## Doubling the pressure on a stiff nitride

Suppose TaN has been squeezed to 20 GPa and its response is known. If the pressure is then doubled, does the crystal shrink twice as much, and does the energy stored in it double too? The table holds the steps up to 20 GPa, computed with the PBEsol density functional, and leaves the row at 40 GPa open.

TaN (space group P-6m2, 2 atoms in the cell) was relaxed under hydrostatic pressure, keeping its symmetry, with Ansatz 0.2.0 (PBEsol, plane-wave PAW, scalar-relativistic, no spin polarisation). The cutoff is 420 eV, the k mesh 18×18×14 and the Gaussian smearing 0.1 eV. Changes are relative to the cell relaxed at zero pressure, with a = 2.924 and c = 2.871 Å.

```csv
applied pressure (GPa),volume change (%),enthalpy change (eV/atom),a change (%),c change (%),energy change (meV/atom)
-2,0.58,-0.133,0.20,0.17,0.4
2,-0.56,0.132,-0.20,-0.16,0.4
5,-1.33,0.329,-0.47,-0.39,2.2
10,-2.57,0.655,-0.92,-0.75,8.3
20,-4.84,1.293,-1.74,-1.43,30.7
40,?,?,?,?,?
```

### Why the crystal stiffens

In this structure each tantalum atom touches six nitrogen atoms, and symmetry fixes the places of both within the cell. The crystal therefore can't give way by turning or shifting groups of atoms within the cell. Only a change in the ratio of c to a could spare the bonds, and in these rows that ratio hardly moves. At 20 GPa the volume has fallen by 4.8 %, and the Ta–N distance, worked out from a and c, by 1.6 %. Compressing this solid means shortening strong bonds, which is a good reason for its stiffness.

Shortening a bond also gets harder as it proceeds, because the repulsion between overlapping electron shells rises steeply at short distance. That is standard physics, which the table doesn't test, but its consequence is visible. Pressure divided by fractional compression is an average stiffness, and it grows from 376 GPa in the 5 GPa row to 413 GPa in the 20 GPa row. A smaller part of that growth is expected without any stiffening, because each further loss is taken from a volume that has already shrunk. The second 20 GPa should thus remove less volume than the first.

### From stiffness to volume

The bulk modulus B is the pressure increase needed per fractional loss of volume. For many solids it rises by roughly 4 GPa for each GPa of pressure, so we take B = B₀ + 4P, where P is the applied pressure and B₀ the modulus at zero pressure. Adding up the small volume losses along the way gives the Murnaghan equation,

V/V₀ = (1 + 4P/B₀)^(−1/4),

with V₀ the volume at zero pressure. Only B₀ was fitted, to the five known rows, and it came out as 364 GPa. The rows at −2 and 2 GPa look softer than this curve, by about 0.02 percentage points of volume. Most of that is no property of the crystal: the two runs ended at pressures a few per cent beyond their targets.

For 40 GPa, 4P/B₀ is 160/364, or 0.44. The fourth root of 1.44 is 1.095, and its inverse is 0.913, so the volume should fall by about 8.7 %. A spring of constant stiffness would simply double the 20 GPa value and give 9.7 %. A constant bulk modulus would take 4.84 % of what is left in each 20 GPa step, 9.4 % in all. The ratio 4P/B₀ tells when such doubling goes wrong: it is safe while the ratio is tiny, and a softer solid leaves that range at a lower pressure.

### Shape, energy and enthalpy

The cell doesn't shrink evenly: from 5 GPa upwards, a loses about 1.2 times as large a percentage as c. The direction is the one geometry suggests. At a fixed Ta–N distance the volume of this cell is largest when c/a is about 0.82 and falls above that, so from a start at 0.98 pressure is expected to raise c/a a little. The table doesn't reveal which feature of the bonding sets the size of the effect. The ratio hardly changes with pressure, however, so we let c keep its share of the logarithmic volume change, which is 0.29. The rest is split between the two equal edges a and b.

The energy change is the work stored in the crystal, the area under the curve of pressure against volume. In a spring of constant stiffness, doubling the force doubles the displacement and quadruples the stored energy. Here the displacement less than doubles, so the energy should less than quadruple. Near zero pressure the energy rises in either direction, by 0.4 meV/atom at both −2 and 2 GPa, because the starting cell lies at the minimum.

Enthalpy adds to this energy the product PV, the work of making room for the crystal against a constant outside pressure. At 20 GPa the stored energy makes up only 2.4 % of the enthalpy change. Most of the large number in that column therefore measures pressure times size, not strain in the bonds. The negative value at −2 GPa reflects the sign of the pressure and doesn't mean that stretched TaN is more stable.

### The forecast for 40 GPa

- The volume falls by less than twice its 20 GPa change: about −8.7 %, ±0.15 percentage points.
- a still shrinks more than c: about −3.2 % and −2.6 %, each ±0.10 percentage points.
- The energy rises by less than four times its 20 GPa value: about 107 meV/atom, ±5.
- The enthalpy change is about 2.53 eV/atom, ±0.005, still mostly PV.

These ranges are judgements, not statistical errors. They allow for rounding in the table, for a somewhat different law of stiffening and for a slow drift in the cell's shape.

The withheld rows as computed:

```csv
applied pressure (GPa),volume change (%),enthalpy change (eV/atom),a change (%),c change (%),energy change (meV/atom)
40,-8.68,2.529,-3.17,-2.60,106.2
```

### What the result teaches

All five values lie within their ranges. The model overstates the volume loss by 0.02 percentage points, and its a and c miss by 0.01 or less. Its energy is 0.5 meV/atom too high and its enthalpy 0.001 eV/atom too high. Part of the misses in volume and energy arises because the run ended at 39.95 GPa, just short of its target. The misses are so much smaller than the ranges that the ranges were cautious.

The picture of a spring of constant stiffness fails where it was expected to. It overstates the volume loss by 1.0 percentage point and puts the energy at 123 meV/atom, against a computed 106. The second 20 GPa did meet a stiffer crystal, whose Ta–N distance is by now 2.9 % shorter than at the start.

The five hits are not five separate successes. Once the volume curve is right, the energy follows as its area and the enthalpy by adding PV; only the division between a and c needed a further assumption. Nor does the result single out the value 4. When the pressure slope was fitted as well, it came out near 4.4 and the forecast became −8.6 %, which also lies within the range. The computed value falls between the two forecasts. That is as expected: the Murnaghan equation holds the slope fixed, while in real solids it usually falls under compression, so the 4 acts as an average over the whole range. The printed output below gives both fits and the misses.

A smooth curve was also favoured by the way the calculation was done. The crystal had to keep its symmetry, and no competing structure was computed, so the agreement describes how this phase compresses and leaves open whether it is the most stable one, at 40 GPa or at zero pressure. A second caution concerns the modulus. The value of 364 GPa belongs to a perfect crystal at zero temperature, computed without spin–orbit coupling and with atomic datasets made for another functional, PBE. The table has no second level of theory or measured value from which to judge how far these choices shift it.

Output of the analysis:

```
fit of 1/v**4 - 1 on 5 rows: coefficient of 4*P 0.002746 +/- 6.4e-06; rms 0.000532, worst -2 0.000902, leave-one-out rms 0.000602
  rows outside the fit (model, value, miss): 40 0.4393, 0.4379, 0.00139
fit of log(v) on 5 rows: coefficient of log(1 + s*P) -0.2259 +/- 0.00057, s 0.01227; rms 0.000114, worst -2 -0.000171, leave-one-out rms 0.000526
  rows outside the fit (model, value, miss): 40 -0.0902, -0.0908, 0.000599
Model values:
  row  volume %      a %      c %  energy meV/atom  enthalpy eV/atom
   -2    0.5568   0.1973   0.1612           0.3711           -0.1331
    2   -0.5417  -0.1926  -0.1575           0.3578            0.1323
    5    -1.328  -0.4732   -0.387            2.178            0.3295
   10    -2.572  -0.9204   -0.753            8.345            0.6548
   20    -4.843   -1.746    -1.43             30.8             1.293
   40    -8.702    -3.18   -2.607            106.7              2.53
From the computed rows:
  row  pressure over compression GPa  a change over c change  energy part of enthalpy %  Ta-N length change %
   -2                          344.8                   1.176                    -0.3008                0.1874
    2                          357.1                    1.25                      0.303               -0.1832
    5                          375.9                   1.205                     0.6687               -0.4364
   10                          389.1                   1.227                      1.267               -0.8486
   20                          413.2                   1.217                      2.374                 -1.61
   40                          460.8                   1.219                      4.199                 -2.93
Bulk modulus at zero pressure in the model, GPa: 364.2
Share of c in the logarithmic volume change: 0.2902
Rival with free slope, volume change at 40 GPa, %: -8.625
Rival with constant stiffness, twice the 20 GPa volume change, %: -9.68
Rival with constant stiffness, four times the 20 GPa energy, meV/atom: 122.8
Volume at 40 GPa, model less computed, points (bar 0.15): -0.02206
a at 40 GPa, model less computed, points (bar 0.10): -0.009632
c at 40 GPa, model less computed, points (bar 0.10): -0.007051
Energy at 40 GPa, model less computed, meV/atom (bar 5): 0.5314
Enthalpy at 40 GPa, model less computed, eV/atom (bar 0.005): 0.000678
```
